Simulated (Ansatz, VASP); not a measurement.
# InSe: VASP beside Ansatz

INCAR

```
PREC = Accurate ; ENCUT = 520
EDIFF = 1E-7 ; ISMEAR = -1
SIGMA = 0.05 ; LREAL = False
LASPH = True ; NELM = 80
ALGO = Normal ; ISIF = 2
LWAVE = False ; LCHARG = False
GGA = PS ; NBANDS = 27
```

File KPOINTS:

```
Automatic mesh
0
Gamma
  8 8 8
```

File POSCAR:

```
InSe
1.0
    2.0000000000      1.1547005384      8.4400000000
   -2.0000000000      1.1547005384      8.4400000000
    0.0000000000     -2.3094010768      8.4400000000
In Se
2 2
Direct
    0.8886000000      0.8886000000      0.8886000000
    0.0000000000      0.0000000000      0.0000000000
    0.1719000000      0.1719000000      0.1719000000
    0.3835000000      0.3835000000      0.3835000000
```

The input input.yaml:

```yaml
crystal:
  lattice:
    - [2.0, 1.1547005384, 8.44]
    - [-2.0, 1.1547005384, 8.44]
    - [0.0, -2.3094010768, 8.44]
  atoms:
    - { symbol: In, position: [0.8886, 0.8886, 0.8886] }
    - { symbol: In, position: [0.0, 0.0, 0.0] }
    - { symbol: Se, position: [0.1719, 0.1719, 0.1719] }
    - { symbol: Se, position: [0.3835, 0.3835, 0.3835] }
hamiltonian:
  xc: pbesol
  pseudopotentials: { kind: paw }
kpoints:
  mp_grid: { grid: [8, 8, 8] }
scf:
  occupations: { method: fermi_dirac, width: 0.05 }
output:
  forces: true
  stress: true
  eigenvalues: true
```

Alike in both runs: task single point; functional PBEsol; k mesh 8 × 8 × 8; occupations fermi-dirac, width 0.05 eV; no spin polarisation.

|  | VASP | Ansatz |
| --- | --- | --- |
| version | VASP 6.6.1 | Ansatz 0.2.0 |
| potentials or method | VASP PAW PBE potentials, release 64 (In_d, Se) | Ansatz PAW |
| plane-wave cutoff (eV) | 520 | 420 |
| valence electrons in the cell | 38 | 58 |

VASP gave:

| Quantity | Value |
| --- | --- |
| gap on the k mesh at the Fermi level (eV) | 0.33 |
| least direct gap on the mesh (eV) | 0.33 |
| pressure (GPa) | 0.2 |
| largest component of the traceless stress (GPa) | 0.67 |
| rms of the force components (eV/Å) | 0.133 |

Which values does Ansatz return?

gap on the k mesh at the Fermi level (eV): 0.34; least direct gap on the mesh (eV): 0.34; pressure (GPa): 0.2; largest component of the traceless stress (GPa): 0.65; rms of the force components (eV/Å): 0.123.

Atom by atom the forces differ by 0.011 eV/Å (rms over components). The two sets of potentials don't hold the same shells in valence.

Caveats: spin-orbit coupling is left out, which moves the levels of the heavy elements; the PAW data sets were made with another functional, which shifts forces and pressure a little (VASP); the PAW data sets come from PBE, with cores solved anew for the run's functional, which leaves a small shift of forces and pressure (Ansatz). PBEsol gaps usually lie below the measured ones, often by a third to a half. A k mesh can miss the band edges.
